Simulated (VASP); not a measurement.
Hf: relaxation of shape and atoms at fixed volume with PBE

Hf:

```xyz
2
Lattice="3.2635 0.0000 0.0000 -1.6317 2.8263 0.0000 0.0000 0.0000 5.1562" Properties=species:S:1:pos:R:3 pbc="T T T"
Hf    0.0000    1.8842    1.2891
Hf    1.6317    0.9421    3.8672
```

The cell isn't the ideal one: a relaxed cell with its volume scaled by 1.06.

* Program: VASP 6.6.1
* Task: relaxation of shape and atoms at fixed volume
* Functional: PBE
* Potentials or basis: VASP PAW PBE potentials, release 64 (Hf_pv)
* Cutoff: 600 eV
* k mesh: 15 × 15 × 7
* Occupations: methfessel-paxton, width 0.1 eV
* Spin: no spin polarisation
* Further INCAR settings: ALGO = Normal; EDIFF = 1e-07; IBRION = 2; EDIFFG = -0.01; NSW = 40; ISIF = 4

The energy gained by relaxing is 0.0 meV/atom. The ionic steps are 2, the pressure after relaxing is -5.7 GPa and the band gap on the k mesh is none (metal or under the smearing width).

Final structure:
```xyz
2
Lattice="3.2652 0.0000 0.0000 -1.6326 2.8277 0.0000 0.0000 0.0000 5.1510" Properties=species:S:1:pos:R:3 pbc="T T T"
Hf    0.0000    1.8851    1.2877
Hf    1.6326    0.9426    3.8632
```

Levels at points of the mesh, in eV from the Fermi level:
| k point | band 8 | band 9 | band 10 | band 11 | band 12 | band 13 |
| --- | --- | --- | --- | --- | --- | --- |
| (0.00, 0.00, 0.00) | -3.53 | 0.46 | 1.14 | 1.14 | 1.43 | 1.91 |

Wall time 2.5 min on 1 thread of Intel(R) Xeon(R) Platinum 8259CL CPU @ 2.50GHz (Skylake/Cascade Lake) (shared host), peak memory 0.23 GiB.

The run has no spin-orbit coupling, so splittings on Hf are missing.
